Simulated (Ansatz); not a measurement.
MnO2:

```
Mn O
1.0
     2.90416    0.00000    0.00000
     0.00000    3.84481    0.00000
     0.00000    0.00000    6.16426
Mn O
2 4
Cartesian
  1.4521 1.9224 2.1162
  0.0000 0.0000 4.0481
  1.4521 0.0000 5.1630
  0.0000 1.9224 1.0013
  1.4521 0.0000 2.6001
  0.0000 1.9224 3.5642
```

Measurements of this composition are mostly on another form, of space group No. 136.

Alike in all runs: program Ansatz 0.2.0; functional PBEsol; potentials or basis Ansatz PAW; cutoff 420 eV (not typed: the program's choice for these potentials); k mesh 8 × 6 × 4; occupations fermi-dirac, width 0.05 eV.

Only the start or the spin constraint differs. Which run ends lowest in energy?
A. collinear spin, ferromagnetic start of up to 4 μB; fixed moment 8
B. collinear spin, ferromagnetic start of up to 1 μB; fixed moment 2
C. collinear spin, ferromagnetic start of up to 3 μB; fixed moment 6
D. collinear spin, ferromagnetic start of up to 2 μB; fixed moment 4
E. collinear spin, program default start; fixed moment 0
F. collinear spin, ferromagnetic start of up to 5 μB; fixed moment 10

C.

```tsv
start	free energy over the lowest (meV/atom)	net moment (μB)	site or absolute moments (μB)	gap
collinear spin, ferromagnetic start of up to 1 μB; fixed moment 2	184.6	2.00	Mn +0.87; O -0.03, -0.00	-
collinear spin, ferromagnetic start of up to 6 μB; fixed moment 12	1678.5	12.00	Mn +3.40; O +0.90, +0.70	-
collinear spin, ferromagnetic start of up to 5 μB; fixed moment 10	952.5	10.00	Mn +3.07; O +0.68, +0.42	-
collinear spin, ferromagnetic start of up to 8 μB; fixed moment 16	4203.4	16.00	Mn +3.73; O +1.41, +1.15	-
collinear spin, ferromagnetic start of up to 4 μB; fixed moment 8	377.6	8.00	Mn +2.73; O +0.43, +0.19	-
collinear spin, ferromagnetic start of up to 2 μB; fixed moment 4	113.1	4.00	Mn +1.69; O -0.01, -0.00	-
collinear spin, program default start; fixed moment 0	261.5	0.00	-	-
collinear spin, ferromagnetic start of up to 3 μB; fixed moment 6	0.0	6.00	Mn +2.41; O +0.12, -0.00	-
```

All polarised runs hold their moment fixed, so the table maps the energy against it. A still lower state may exist.

Caveats: the cell is far from rest, so the order of the states can change on relaxing; the total moment is fixed, so each spin has its own Fermi level; forces of over 1 eV/Å show positions far from the minimum, so gaps and moduli don't describe the material at rest (some runs).
